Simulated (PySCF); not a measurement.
## Exact simulation of a proton spin system

Molecule: Bicyclo[1.1.0]butane, C4H6.

Cartesian coordinates in Å; atom numbers follow the order of the lines, from 1:
```xyz
10

C    -1.1210   -0.2413   -0.2284
C    -0.1207    0.2707    0.7530
C     1.0954   -0.3704    0.1734
C     0.1485    0.3894   -0.6939
H    -2.0403    0.3424   -0.3516
H    -1.2576   -1.3280   -0.3428
H    -0.2156    1.0359    1.5216
H     2.0589    0.1038    0.3917
H     1.1403   -1.4676    0.0920
H     0.3122    1.2684   -1.3150
```

Computed data (PySCF 2.14.0 with density-fitted response routines): spin–spin couplings from B3LYP/pcJ-1 (without the spin–dipole term), coordinates at the PBE0-D3(BJ)/def2-SVP level, NMR shieldings at PBE/pcSseg-2/GIAO. One conformer, no solvent, rapidly exchanging positions averaged, non-relativistic.

Scale: ¹H (σref 31.18) against TMS (reference shieldings calculated alike).

Shifts (ppm): H5/H8 1.39, H6/H9 0.36, H7/H10 1.40.
Couplings (Hz): H5–H6, H8–H9: -0.2; H5–H7, H5–H10, H7–H8, H8–H10: 2.9; H5–H8: 5.7; H5–H9, H6–H8: -0.5; H6–H7, H6–H10, H7–H9, H9–H10: 0.2; H6–H9: 1.8; H7–H10: 11.1.

The 6-spin Hamiltonian (Zeeman plus full scalar coupling among like nuclei) was diagonalised exactly; lines are Lorentzian, 0.4 Hz wide, and the maxima above 3 % are listed with the tallest set to 100.

(1) Give the ¹H peak list of this spin system at 200 MHz.

(2) And at 400 MHz?

(3) Among coupled protons with different shifts, which pair is furthest from first order, and how does the field change that?

Results:

(1) 
Hz from δ = 0 (height): 279.9 (29), 279.1 (100), 278.0 (26), 72.0 (67)

(2) 
| Hz | ppm | height |
| --- | --- | --- |
| 564.5 | 1.411 | 4 |
| 562.6 | 1.406 | 7 |
| 560.0 | 1.400 | 45 |
| 558.4 | 1.396 | 76 |
| 557.6 | 1.394 | 68 |
| 556.0 | 1.390 | 38 |
| 553.5 | 1.384 | 6 |
| 553.0 | 1.382 | 6 |
| 551.6 | 1.379 | 3 |
| 144.1 | 0.360 | 100 |

(3) H5 and H7: Δν/J is about 0.7 at 200 MHz (strongly coupled) and 1.4 at 400 MHz (strongly coupled). J in Hz doesn't depend on the field, while Δν in Hz grows in proportion to it.

Unscaled 3J(H,H) at this level run about 10 % above measured values.
